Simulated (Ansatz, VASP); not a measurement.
## SnSe: VASP beside Ansatz

INCAR

```
ALGO     = Normal         # electronic algorithm
EDIFF    = 1E-7           # SCF threshold, eV
ENCUT    = 520            # plane-wave cutoff, eV
GGA      = PE             # functional
ISIF     = 2              # what is computed and relaxed
ISMEAR   = -1             # smearing method
LASPH    = T              # aspherical terms in the spheres
LCHARG   = T              # write CHGCAR
LELF     = T              # ELF
LREAL    = F              # projectors in reciprocal space
LVHAR    = T            
LWAVE    = F              # write WAVECAR
NBANDS   = 17             # bands
NELM     = 60             # most SCF steps
PREC     = Accurate       # precision mode
SIGMA    = 0.02           # smearing width, eV
```

Contents of KPOINTS:

```
k-points
0
Gamma
  9 9 9
```

Contents of POSCAR:

```
SnSe
1.0
    0.0000000000      3.0690345955      3.0690345955
    3.0690345955      0.0000000000      3.0690345955
    3.0690345955      3.0690345955      0.0000000000
Sn Se
1 1
Direct
    0.0000000000      0.0000000000      0.0000000000
    0.5000000000      0.5000000000      0.5000000000
```

Input for Ansatz:

```yaml
crystal:
  lattice:
    - [0.0, 3.0690345955, 3.0690345955]
    - [3.0690345955, 0.0, 3.0690345955]
    - [3.0690345955, 3.0690345955, 0.0]
  atoms:
    - { symbol: Sn, position: [0.0, 0.0, 0.0] }
    - { symbol: Se, position: [0.5, 0.5, 0.5] }
kpoints:
  mp_grid: { grid: [9, 9, 9] }
  band_path:
    path:
      - [0.0, 0.0, 0.0]
      - [0.5, 0.0, 0.5]
      - [0.625, 0.25, 0.625]
      - [0.375, 0.375, 0.75]
      - [0.0, 0.0, 0.0]
      - [0.5, 0.5, 0.5]
      - [0.5, 0.25, 0.75]
      - [0.5, 0.0, 0.5]
    npoints: 5
scf:
  occupations: { method: fermi_dirac, width: 0.02 }
hamiltonian:
  xc: pbe
  pseudopotentials: { kind: all_electron, lapw: { basis_error: 0.00025 } }
output:
  forces: true
  stress: true
  eigenvalues: true
```

Change from the starting cell: volume scaled by 1.06.

Alike in both runs: task single point; functional PBE; k mesh 9 × 9 × 9; occupations fermi-dirac, width 0.02 eV; no spin polarisation.

|  | VASP | Ansatz |
| --- | --- | --- |
| version | VASP 6.6.1 | Ansatz 0.2.0 |
| potentials or method | VASP PAW PBE potentials, release 64 (Sn_d, Se) | all-electron LAPW, scalar-relativistic |
| plane-wave cutoff (eV) | 520 | see its input |

|  | VASP | Ansatz | Ansatz less VASP |
| --- | --- | --- | --- |
| pressure (GPa) | -1.7 | -1.7 | +0.01 |

Ansatz ran all-electron here, so the differences hold the error of VASP's frozen core and of both bases.
